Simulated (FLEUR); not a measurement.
## Fixed-spin-moment curve of MnO2 with FLEUR

Aim: the energy of MnO2 as a function of its total spin moment.

Main program and level: FLEUR MaX-R8.1; PBE; all-electron FLAPW, Dirac cores, scalar-relativistic bands.

**1. Starting point**

Symmetry: P-3m1, No. 164, trigonal system. The conventional cell has a = 2.857 Å, b = 2.857 Å, c = 4.601 Å, α = 90.00°, β = 90.00°, γ = 120.00°. Mn has 6 O at 1.90 Å nearest. O has 3 Mn at 1.90 Å nearest. Farther neighbours and most contacts between anions are not listed.

The cell comes from a database of computed structures and need not be the stable phase.

**2. The free run**

The free run tells which range of moments is worth scanning.

inpgen writes inp.xml from crystal.txt; cutoffs, mixing, functional, smearing and local orbitals are then set in the file. The k list default-1 (kpts.xml, not shown) is a Γ-centred 8×8×8 mesh; where the ranks do not divide the number of points, some are split in two of half the weight.

Input file inp.xml:

```
<?xml version="1.0" encoding="UTF-8" standalone="no"?>
<fleurInput fleurInputVersion="0.39">
   <comment>
      MnO2
   </comment>
   <calculationSetup>
      <cutoffs Kmax="4.4" Gmax="13.2" GmaxXC="13.2" numbands="0"/>
      <scfLoop itmax="130" minDistance="0.00002" maxIterBroyd="15" imix="Anderson" alpha="0.05" precondParam="0.0" spinf="2.0" sdNocoIR="T"/>
      <coreElectrons ctail="T" frcor="F" kcrel="0" coretail_lmax="0"/>
      <xcFunctional name="pbe" relativisticCorrections="F"/>
      <magnetism jspins="2"/>
      <soc l_soc="F" theta="0.0" phi="0.0" spav="F"/>
      <expertModes spex="0" secvar="F"/>
      <geometryOptimization l_f="F" forcealpha="1.0" forcemix="BFGS" epsdisp="0.00001" epsforce="0.00001"/>
      <ldaU l_linMix="F" mixParam="0.05" spinf="1.0"/>
   </calculationSetup>
   <cell>
      <bzIntegration valenceElectrons="27.0" mode="hist" fermiSmearingEnergy="0.00110248">
         <kPointListSelection listName="default-1"/>
         <xi:include xmlns:xi="http://www.w3.org/2001/XInclude" href="kpts.xml"> </xi:include>
      </bzIntegration>
      <xi:include xmlns:xi="http://www.w3.org/2001/XInclude" href="sym.xml"> </xi:include>
      <bulkLattice scale="1.0">
         <bravaisMatrix>
            <row-1>    5.3981504145398009    -0.0000000000188973     0.0000000000000000</row-1>
            <row-2>   -2.6990752072510031     4.6749353924648362     0.0000000000000000</row-2>
            <row-3>    0.0000000000000000     0.0000000000000000     8.6953367681600700</row-3>
         </bravaisMatrix>
      </bulkLattice>
   </cell>
   <atomSpecies>
      <species name="Manganese 4.500" element="Mn" atomicNumber="25">
         <mtSphere radius="2.24" gridPoints="741" logIncrement="0.016"/>
         <atomicCutoffs lmax="8" lnonsphr="6"/>
         <electronConfig flipSpins="F">
            <coreConfig>(1s1/2) (2s1/2) (2p1/2) (2p3/2)</coreConfig>
            <valenceConfig>(3s1/2) (3p1/2) (3p3/2) (4s1/2) (3d3/2) (3d5/2)</valenceConfig>
            <stateOccupation state="(3d3/2)" spinUp="1.75" spinDown="0.25"/>
            <stateOccupation state="(3d5/2)" spinUp="3.0" spinDown="0.0"/>
         </electronConfig>
         <energyParameters s="4" p="4" d="3" f="4"/>
         <lo type="SCLO" l="0" n="3" eDeriv="0"/>
         <lo type="SCLO" l="1" n="3" eDeriv="0"/>
      </species>
      <species name="Oxygen (O)" element="O" atomicNumber="8">
         <mtSphere radius="1.27" gridPoints="421" logIncrement="0.025"/>
         <atomicCutoffs lmax="6" lnonsphr="4"/>
         <electronConfig flipSpins="F">
            <coreConfig>(1s1/2)</coreConfig>
            <valenceConfig>(2s1/2) (2p1/2) (2p3/2)</valenceConfig>
            <stateOccupation state="(2p1/2)" spinUp="0.666667" spinDown="0.666667"/>
            <stateOccupation state="(2p3/2)" spinUp="1.333333" spinDown="1.333333"/>
         </electronConfig>
         <energyParameters s="2" p="2" d="3" f="4"/>
      </species>
   </atomSpecies>
   <atomGroups>
      <atomGroup species="Manganese 4.500">
         <relPos label="                   1">.0000000000 .0000000000 1.000/2.000</relPos>
         <force calculate="T" relaxXYZ="TTT"/>
      </atomGroup>
      <atomGroup species="Oxygen (O)">
         <relPos label="                   2">-1.000/3.000 1.000/3.000 .2937074300</relPos>
         <relPos label="                   3">1.000/3.000 -1.000/3.000 -.2937074300</relPos>
         <force calculate="T" relaxXYZ="TTT"/>
      </atomGroup>
   </atomGroups>
   <output dos="F" band="F" slice="F">
      <bandDOS minEnergy="-.5*Htr" maxEnergy="0.5*Htr" sigma="0.015" storeEVData="T"/>
      <plotting iplot="0" polar="F">
         <plot TwoD="T" vec1="  1.0  0.0  0.0" vec2="  0.0  1.0  0.0" vec3="  0.0  0.0  1.0" zero="  0.0  0.0  0.0" file="plot"/>
      </plotting>
      <moessbauerParams electricFieldGradient="F" isomerShift="F" coreHyperfine="F" valenceHyperfine="F"/>
   </output>
</fleurInput>
```

Input file crystal.txt:

```
MnO2
&input film=F cartesian=F /
2.85657818044  -0.00000000001  0.00000000000
-1.42828909021  2.47386927217  0.00000000000
0.00000000000  0.00000000000  4.60137405890
1.8897261246
1.0 1.0 1.0

3
25 0.00000000000  0.00000000000  0.50000000000 : 4.500
8 0.66666666667  0.33333333333  0.29370743000
8 0.33333333333  0.66666666667  0.70629257000

&kpt div1=8 div2=8 div3=8 gamma=T /
```

Run with:

```console
$ OMP_NUM_THREADS=1 inpgen -f crystal.txt > inpgen.log  # inp.xml is then edited as shown
$ OMP_NUM_THREADS=1 mpirun -n 2 fleur_MPI > fleur.log
```

Output:

```text
Welcome to FLEUR        (www.flapw.de)
      MaX-Release 8.1          (www.max-centre.eu)

 ========== k-point set info ==========
 Selected k-point list: default-1
 k-point list type: mesh
 0 x 0 x 0
 Number of k points: 66

 ------------Calculation Setup---------------------------
 Number of MPI-tasks      :            2
 Number of PE/node        :            2
 Number of OMP-threads    :            1
 k-points in parallel     :            2
 pe's per k-point         :            1
 No of k-point loops      :           33
 Eigenvalue solver        :       lapack
 Number of basis functions:          342
 Approximate size of matrices (H+S) per k-point:         0.002 GB
 --------------------------------------------------------
 Iteration:     1   Distance:      38.49620306 me/bohr^3
 Iteration:     2   Distance:      30.74285948 me/bohr^3
 Iteration:     3   Distance:      17.90634124 me/bohr^3
 Iteration:     4   Distance:      16.52188067 me/bohr^3
 Iteration:     5   Distance:       9.39179382 me/bohr^3
 Iteration:     6   Distance:       5.84665536 me/bohr^3
 Iteration:     7   Distance:       3.38906699 me/bohr^3
 Iteration:     8   Distance:       2.59352974 me/bohr^3
 Iteration:     9   Distance:       1.61718112 me/bohr^3
 Iteration:    10   Distance:       0.93239294 me/bohr^3
 Iteration:    11   Distance:       0.29924960 me/bohr^3
 Iteration:    12   Distance:       0.28014863 me/bohr^3
 Iteration:    13   Distance:       0.11765112 me/bohr^3
 Iteration:    14   Distance:       0.09957157 me/bohr^3
 Iteration:    15   Distance:       0.00621644 me/bohr^3
 Iteration:    16   Distance:       0.00526933 me/bohr^3
 Iteration:    17   Distance:       0.00362747 me/bohr^3
 Iteration:    18   Distance:       0.00132617 me/bohr^3
 Iteration:    19   Distance:       0.00037007 me/bohr^3
 Iteration:    20   Distance:       0.00026512 me/bohr^3
 Iteration:    21   Distance:       0.00008775 me/bohr^3
 Iteration:    22   Distance:       0.00001551 me/bohr^3

 ********************************************************************
 Run finished successfully
 Stop message:
   all done
 ********************************************************************

--- out.xml (last complete iteration) ---
<iteration numberForCurrentRun="   22" overallNumber="   22">
         <energyParameters units="Htr">
            <atomicEP atomType="1" spin="1" branch="4s" branchLowest="-2.81" branchHighest="1.96" value="-0.0204787264"/>
            <atomicEP atomType="1" spin="1" branch="4p" branchLowest="-1.64" branchHighest="2.53" value="0.1043108203"/>
            <atomicEP atomType="1" spin="1" branch="3d" branchLowest="-9.99" branchHighest="0.23" value="0.0630245577"/>
            <atomicEP atomType="1" spin="1" branch="4f" branchLowest="-9.99" branchHighest="3.38" value="0.4103290826"/>
            <loAtomicEP atomType="1" spin="1" branch="3s" branchLowest="-26.98" branchHighest="-2.81" value="-2.8218756875"/>
            <loAtomicEP atomType="1" spin="1" branch="3p" branchLowest="-22.79" branchHighest="-1.64" value="-1.6713796370"/>
            <atomicEP atomType="2" spin="1" branch="2s" branchLowest="-18.45" branchHighest="1.41" value="-0.6492796345"/>
            <atomicEP atomType="2" spin="1" branch="2p" branchLowest="-9.99" branchHighest="1.56" value="-0.2691724177"/>
            <atomicEP atomType="2" spin="1" branch="3d" branchLowest="-9.99" branchHighest="7.26" value="-0.0336117323"/>
            <atomicEP atomType="2" spin="1" branch="4f" branchLowest="-9.99" branchHighest="12.70" value="0.1261944919"/>
            <atomicEP atomType="1" spin="2" branch="4s" branchLowest="-2.69" branchHighest="2.05" value="0.0004038292"/>
            <atomicEP atomType="1" spin="2" branch="4p" branchLowest="-1.52" branchHighest="2.63" value="0.1205243952"/>
            <atomicEP atomType="1" spin="2" branch="3d" branchLowest="-9.99" branchHighest="0.35" value="0.1455613043"/>
            <atomicEP atomType="1" spin="2" branch="4f" branchLowest="-9.99" branchHighest="3.47" value="0.4227883307"/>
            <loAtomicEP atomType="1" spin="2" branch="3s" branchLowest="-26.93" branchHighest="-2.69" value="-2.7044019056"/>
            <loAtomicEP atomType="1" spin="2" branch="3p" branchLowest="-22.75" branchHighest="-1.52" value="-1.5565247287"/>
            <atomicEP atomType="2" spin="2" branch="2s" branchLowest="-18.45" branchHighest="1.41" value="-0.6464255332"/>
            <atomicEP atomType="2" spin="2" branch="2p" branchLowest="-9.99" branchHighest="1.57" value="-0.2669871865"/>
            <atomicEP atomType="2" spin="2" branch="3d" branchLowest="-9.99" branchHighest="7.27" value="-0.0317440883"/>
            <atomicEP atomType="2" spin="2" branch="4f" branchLowest="-9.99" branchHighest="12.70" value="0.1280612748"/>
         </energyParameters>
         <bandgap value="0.8547132019" units="eV"/>
         <sumValenceSingleParticleEnergies value="-16.4147247936" units="Htr"/>
         <FermiEnergy value="0.1773361442" units="Htr"/>
         <valenceDensity>
            <mtCharges spin="1">
               <mtCharge atomType="1" total="8.2913858" s="1.1704141" p="3.2388236" d="3.7880167" f="0.0701049"/>
               <mtCharge atomType="2" total="2.0020705" s="0.6356817" p="1.3623251" d="0.0036052" f="0.0003893"/>
            </mtCharges>
            <mtCharges spin="2">
               <mtCharge atomType="1" total="5.4590711" s="1.1403265" p="3.2101909" d="1.0169850" f="0.0666838"/>
               <mtCharge atomType="2" total="1.9630412" s="0.6317227" p="1.3286979" d="0.0024366" f="0.0001498"/>
            </mtCharges>
            <spinDependentCharge spin="1" total="15.0000000" interstitial="2.7044731" mtSpheres="12.2955269"/>
            <spinDependentCharge spin="2" total="12.0000000" interstitial="2.6148466" mtSpheres="9.3851534"/>
            <totalCharge value="27.0000000000"/>
         </valenceDensity>
         <coreStates atomType="     1" atomicNumber=" 25" spin="1" kinEnergy="    526.7347674400" eigValSum="   -331.1974632472" lostElectrons=" 0.000000">
            <state n="1" l="0" j="0.5" energy="-235.8430017382" weight="1.0000000000"/>
            <state n="2" l="0" j="0.5" energy="-26.9784277655" weight="1.0000000000"/>
            <state n="2" l="1" j="0.5" energy="-23.0471520894" weight="1.0000000000"/>
            <state n="2" l="1" j="1.5" energy="-22.6644408270" weight="2.0000000000"/>
         </coreStates>
         <coreStates atomType="     1" atomicNumber=" 25" spin="2" kinEnergy="    527.2433377335" eigValSum="   -331.0371952566" lostElectrons=" 0.000000">
            <state n="1" l="0" j="0.5" energy="-235.8431391140" weight="1.0000000000"/>
            <state n="2" l="0" j="0.5" energy="-26.9296318528" weight="1.0000000000"/>
            <state n="2" l="1" j="0.5" energy="-23.0106147505" weight="1.0000000000"/>
            <state n="2" l="1" j="1.5" energy="-22.6269047697" weight="2.0000000000"/>
         </coreStates>
         <coreStates atomType="     2" atomicNumber="  8" spin="1" kinEnergy="     29.1582428227" eigValSum="    -18.4484386113" lostElectrons=" 0.000003">
            <state n="1" l="0" j="0.5" energy="-18.4484386113" weight="1.0000000000"/>
         </coreStates>
         <coreStates atomType="     2" atomicNumber="  8" spin="2" kinEnergy="     29.1604498738" eigValSum="    -18.4469828174" lostElectrons=" 0.000003">
            <state n="1" l="0" j="0.5" energy="-18.4469828174" weight="1.0000000000"/>
         </coreStates>
         <allElectronCharges>
            <spinDependentCharge spin="1" total="22.0000000" interstitial="2.7044784" mtSpheres="19.2955216"/>
            <spinDependentCharge spin="2" total="19.0000000" interstitial="2.6148519" mtSpheres="16.3851481"/>
            <totalCharge value="40.9999999983"/>
         </allElectronCharges>
         <magneticMomentsInMTSpheres units="muBohr">
            <globalMagMoment atomType="1" vec="0.00000   0.00000   2.83231"/>
            <localMagMoment atomType="1" vec="0.00000   0.00000   2.83231"/>
            <globalMagMoment atomType="2" vec="0.00000   0.00000   0.03903"/>
            <localMagMoment atomType="2" vec="0.00000   0.00000   0.03903"/>
         </magneticMomentsInMTSpheres>
         <moessbauerParams unitsHFF="kG" unitsIS="e/bohr^3" unitsEFG="Htr/bohr^2">
         </moessbauerParams>
         <totalEnergy value="    -1309.1491986179" units="Htr">
            <sumOfEigenvalues value="     -752.4402261550">
               <coreElectrons value="-736.0255013613"/>
               <valenceElectrons value="-16.4147247936"/>
            </sumOfEigenvalues>
            <densityCoulombPotentialIntegral value="-1985.9016558376"/>
            <densityEffectivePotentialIntegral value="-2075.6594350690"/>
            <chargeDenXCDenIntegral value="-69.3248447826"/>
            <FockExchangeEnergyValence value="0.0000000000"/>
            <FockExchangeEnergyCore value="0.0000000000"/>
            <atomTypeDependentContributions atomType="1">
               <electronNucleiInteractionDifferentMTs value="1380.0935455728"/>
               <MadelungTerm value="-8.3606898664"/>
            </atomTypeDependentContributions>
            <atomTypeDependentContributions atomType="2">
               <electronNucleiInteractionDifferentMTs value="169.3229928548"/>
               <MadelungTerm value="-12.3155065366"/>
            </atomTypeDependentContributions>
            <tkbTimesEntropy value="0.0000000000"/>
            <freeEnergy value="-1309.1491986179"/>
            <extrapolationTo0K value="-1309.1491986179"/>
         </totalEnergy>
         <densityConvergence units="me/bohr^3">
            <chargeDensity spin="1" distance="0.0000082424"/>
            <chargeDensity spin="2" distance="0.0000129434"/>
            <overallChargeDensity distance="0.0000155084"/>
            <spinDensity distance="0.0000151798"/>
         </densityConvergence>
      </iteration>
```

Elapsed: 41 s, on 2 MPI ranks of Arm Neoverse V2, shared host; peak memory 0.13 GiB; 82 s of CPU time.

Spin moment in the muffin-tin sphere by atom:

| atom | spin moment in the muffin-tin sphere (μB) |
| --- | --- |
| Mn1 | 2.83 |
| O2 | 0.04 |
| O3 | 0.04 |

Read from the output:

| Quantity | Value |
| --- | --- |
| free energy | -35623.7645 eV |
| program's band gap on this mesh (in a metal only a level spacing) | 0.8547 eV |
| magnetization | 3 μB |
| final state | ferromagnetic |

After 22 cycles the largest moment stands at 2.83 μB.

**3. No spin polarisation**

inp.xml: that of step 2 with these lines changed.

```diff
@@ -10,3 +10,3 @@
       <xcFunctional name="pbe" relativisticCorrections="F"/>
-      <magnetism jspins="2"/>
+      <magnetism jspins="1"/>
       <soc l_soc="F" theta="0.0" phi="0.0" spav="F"/>
@@ -31,3 +31,3 @@
    <atomSpecies>
-      <species name="Manganese 4.500" element="Mn" atomicNumber="25">
+      <species name="Manganese (Mn)" element="Mn" atomicNumber="25">
          <mtSphere radius="2.24" gridPoints="741" logIncrement="0.016"/>
@@ -37,4 +37,4 @@
             <valenceConfig>(3s1/2) (3p1/2) (3p3/2) (4s1/2) (3d3/2) (3d5/2)</valenceConfig>
-            <stateOccupation state="(3d3/2)" spinUp="1.75" spinDown="0.25"/>
-            <stateOccupation state="(3d5/2)" spinUp="3.0" spinDown="0.0"/>
+            <stateOccupation state="(3d3/2)" spinUp="1.000000" spinDown="1.000000"/>
+            <stateOccupation state="(3d5/2)" spinUp="1.500000" spinDown="1.500000"/>
          </electronConfig>
@@ -57,3 +57,3 @@
    <atomGroups>
-      <atomGroup species="Manganese 4.500">
+      <atomGroup species="Manganese (Mn)">
          <relPos label="                   1">.0000000000 .0000000000 1.000/2.000</relPos>
```

crystal.txt: that of step 2 with these lines changed.

```diff
@@ -9,3 +9,3 @@
 3
-25 0.00000000000  0.00000000000  0.50000000000 : 4.500
+25 0.00000000000  0.00000000000  0.50000000000
 8 0.66666666667  0.33333333333  0.29370743000
```

Output:

```text
[banner, memory and clock lines left out]
Welcome to FLEUR        (www.flapw.de)
      MaX-Release 8.1          (www.max-centre.eu)

 ========== k-point set info ==========
 Selected k-point list: default-1
 k-point list type: mesh
 0 x 0 x 0
 Number of k points: 66

 [... set-up left out ...]
 Iteration:     1   Distance:      36.79874872 me/bohr^3
 Iteration:     2   Distance:      27.61854836 me/bohr^3
 Iteration:     3   Distance:      15.85046866 me/bohr^3
 Iteration:     4   Distance:      14.08421725 me/bohr^3
 Iteration:     5   Distance:      12.04864951 me/bohr^3
 Iteration:     6   Distance:      11.59387089 me/bohr^3
 Iteration:     7   Distance:       5.60033927 me/bohr^3
 Iteration:     8   Distance:       1.65081108 me/bohr^3
[... lines left out ...]
 Iteration:    17   Distance:       0.00294058 me/bohr^3
 Iteration:    18   Distance:       0.00060610 me/bohr^3
 Iteration:    19   Distance:       0.00013490 me/bohr^3
 Iteration:    20   Distance:       0.00012041 me/bohr^3
 Iteration:    21   Distance:       0.00002830 me/bohr^3
 Iteration:    22   Distance:       0.00000709 me/bohr^3

 ********************************************************************
 Run finished successfully
 Stop message:
   all done
 ********************************************************************

--- out.xml (last complete iteration) ---
<iteration numberForCurrentRun="   22" overallNumber="   22">
         [... left out ...]
         <bandgap value="0.0068316269" units="eV"/>
         <sumValenceSingleParticleEnergies value="-16.2805501708" units="Htr"/>
         <FermiEnergy value="0.1860719308" units="Htr"/>
         [... left out ...]
         <totalEnergy value="    -1309.1052458004" units="Htr">
            <sumOfEigenvalues value="     -752.3178811885">
               <coreElectrons value="-736.0373310177"/>
               <valenceElectrons value="-16.2805501708"/>
            </sumOfEigenvalues>
         [... left out ...]
            <freeEnergy value="-1309.1058238768"/>
            <extrapolationTo0K value="-1309.1055348386"/>
         </totalEnergy>
         <densityConvergence units="me/bohr^3">
            <chargeDensity spin="1" distance="0.0000070873"/>
         </densityConvergence>
      </iteration>
```

The job ended after 22 s (2 MPI ranks; peak memory 0.1 GiB).

Numbers from this step:

```yaml
free_energy: -35622.5842 eV
program_s_band_gap_on_this_mesh_in_a_metal_only_a_level_spacing: 0.006832 eV
final_state: non-magnetic (no spin polarisation)
```

Its energy lies +1180.3 meV a cell from the free run's.

(Part 1 of 2 ends here.)

[Logs and program files are shortened in this print: banners, set-up blocks, solver, clock and traceback lines can be left out without a mark of their own.]

[Logs are printed without paths, hosts, clocks, repeated set-up lines and the standing remarks that a program may print on its own settings, such as how far it seeks lower states.]

[Hosts, paths, dates, database ids (printed as entryN), source tags and the programs' standing remarks are cut or masked in the printed files.]

[Where a cell is said to come from a database of computed structures, the database is the Materials Project.]
